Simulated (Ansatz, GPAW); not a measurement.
Given: the input of a run of GPAW 26.7.0 (ASE script) on MoS2. Atoms were shifted at random by some hundredths of an Å from the given cell, which wasn't relaxed again for these runs. 

run.py

```python
from ase import Atoms
from ase.dft.bandgap import bandgap
from ase.io import write
from ase.units import GPa
from gpaw import GPAW, PW, setup_paths

setup_paths.insert(0, '.')

atoms = Atoms(['Mo', 'S', 'S'],
              cell=[[3.1841260822, 0.0, 0.0],
                    [-1.5920630411, 2.757534076, 0.0],
                    [0.0, 0.0, 17.33459995]],
              scaled_positions=[[0.002899, -0.01384, -0.000474],
                                [0.331386, 0.661075, 0.910555],
                                [0.321736, 0.655181, 0.089526]],
              pbc=True)

calc = GPAW(mode=PW(600),
            xc='PBEsol',
            kpts={'size': (10, 10, 2), 'gamma': True},
            occupations={'name': 'fermi-dirac', 'width': 0.05},
            nbands=25,
            convergence={'density': 1e-05, 'energy': 1e-05},
            maxiter=150,
            txt='gpaw.txt')
atoms.calc = calc
energy = atoms.get_potential_energy()
forces = atoms.get_forces()
stress = atoms.get_stress()
calc.write('gs.gpw')
write('result.traj', atoms)
print(f'Energy: {energy:.6f} eV')
print('Forces (eV/A):')
print(forces.round(4))
print('Stress (GPa):', (stress / GPa).round(3))
print('Fermi level:', round(calc.get_fermi_level(), 4), 'eV')
print(f'Gap: {bandgap(calc)[0]:.4f} eV, direct: {bandgap(calc, direct=True)[0]:.4f} eV')
```

Potentials or basis: PAW data sets generated in the run's folder for this functional, pw.

The run is started by

```bash
$ gpaw-setup -f PBEsol Mo S
$ OMP_NUM_THREADS=1 python run.py
```

Question: Translate it to Ansatz 0.2.0. Potentials or basis there: Ansatz PAW, cutoff 420 eV.

Answer: As run (cutoffs and basis follow the program's own potentials, and thresholds, step limits or extra output files can differ):

File input.yaml:

```yaml
crystal:
  lattice:
    - [3.1841260822, 0.0, 0.0]
    - [-1.5920630411, 2.757534076, 0.0]
    - [0.0, 0.0, 17.33459995]
  atoms:
    - { symbol: Mo, position: [0.002899, -0.01384, -0.000474] }
    - { symbol: S, position: [0.331386, 0.661075, 0.910555] }
    - { symbol: S, position: [0.321736, 0.655181, 0.089526] }
hamiltonian:
  xc: pbesol
  pseudopotentials: { kind: paw }
kpoints:
  mp_grid: { grid: [10, 10, 2] }
scf:
  occupations: { method: fermi_dirac, width: 0.05 }
output:
  forces: true
  stress: true
  eigenvalues: true
  write_density: true
  write_potential: true
  elf: true
  volumetric_format: npy
```

Potentials or basis: Ansatz PAW.

Run with:

```console
$ ansatz run input.yaml --threads 1 --pin off --max-ram 3584MiB --backend cpu --events-out ev --progress --plain --runs-dir out
```

Both were run:

|  | GPAW | Ansatz |
| --- | --- | --- |
| Largest force | 0.875 eV/Å | 0.878 eV/Å |

Ansatz's potentials were made for PBE.

Where Ansatz's input types no cutoff or centring, it takes its own default and a Γ-centred mesh.
